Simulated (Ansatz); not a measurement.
LiF (zincblende), relaxed with r2SCAN in the plane-wave code Ansatz. It is cubic, F-43m (No. 216); conventional cell a = 4.289 Å, 9.86 Å³ an atom. Li is surrounded by 4 F at 1.86 Å; F is surrounded by 4 Li at 1.86 Å.

The axes x, y and z are those of this cell:
```yaml
crystal:
  lattice:
    - [0.00000, 2.14461, 2.14461]
    - [2.14461, 0.00000, 2.14461]
    - [2.14461, 2.14461, 0.00000]
  atoms:
    - { symbol: Li, position: [0.00000, 0.00000, 0.00000] }
    - { symbol: F, position: [0.25000, 0.25000, 0.25000] }
```

Unstrained: PBE gives a direct gap of 7.930 eV at Γ. r2SCAN gives a direct gap of 8.663 eV at Γ. With HSE06 the gap is 10.111 eV and direct, at Γ. Meshes: PBE 10×10×10, r2SCAN 10×10×10, HSE06 8×8×8. Strains are changes of length per length, and xy shears are angles. After each strain the atoms were relaxed again with r2SCAN within the symmetry that the strain leaves, so tilts or polar shifts that break it weren't tested; points keep the names that they have in the unstrained zone. The calculation is spin-unpolarised, and the structure need not be a phase that has been made.

Q: Estimate what uniaxial -3.0 % along [111], other directions held does to the gap.

A: PBE: the gap goes from 7.930 to 8.019 eV (+0.089 eV); with r2SCAN the top three valence levels at Γ, degenerate before, become 1+2 from the top over 114 meV. r2SCAN: the gap goes from 8.663 to 8.759 eV (+0.096 eV). HSE06: the gap goes from 10.111 to 10.215 eV (+0.104 eV). The r2SCAN energy rises by 3.1 meV an atom.

Q: Estimate what uniaxial +4.0 % along x, other directions held does to the gap.

A: PBE: the gap goes from 7.930 to 7.692 eV (-0.238 eV); with r2SCAN the top three valence levels at Γ, degenerate before, become 2+1 from the top over 69 meV. r2SCAN: the gap goes from 8.663 to 8.416 eV (-0.247 eV). HSE06: the gap goes from 10.111 to 9.853 eV (-0.258 eV). The r2SCAN energy rises by 3.3 meV an atom.

Q: One strain changed the r2SCAN stress by xx +2.92, yy +2.92, zz +2.92 GPa (compression positive) and the gap by +0.257 eV (PBE), +0.268 eV (r2SCAN), +0.279 eV (HSE06). Which kind of strain was it, and roughly how large?

A: Isotropic -1.5 % on every length. The pattern of the stress gives the kind; the size needs the stiffness, so it is an estimate.

Q: One strain changed the r2SCAN stress by xx -1.19, yy -1.19, zz -1.19, xy +0.56, xz +0.56, yz +0.56 GPa (compression positive) and the gap by -0.172 eV (PBE), -0.178 eV (r2SCAN), -0.183 eV (HSE06). Which kind of strain was it, and roughly how large?

A: Epitaxial +1.5 % in the plane normal to [111], free normal strain -0.88 %. The pattern of the stress gives the kind; the size needs the stiffness, so it is an estimate.

Q: One strain changed the r2SCAN stress by xx +0.01, yy +0.01, zz -0.03, xy -0.90 GPa (compression positive) and the gap by -0.050 eV (PBE), -0.051 eV (r2SCAN), -0.051 eV (HSE06). Which kind of strain was it, and roughly how large?

A: Xy shear, engineering strain (angle) +2.5 %. The pattern of the stress gives the kind; the size needs the stiffness, so it is an estimate.

The meshes of the hybrids are coarse, so their gaps aren't converged to the digits shown.

The splittings at Γ are without spin-orbit coupling, which regroups them where it is of like size or larger.
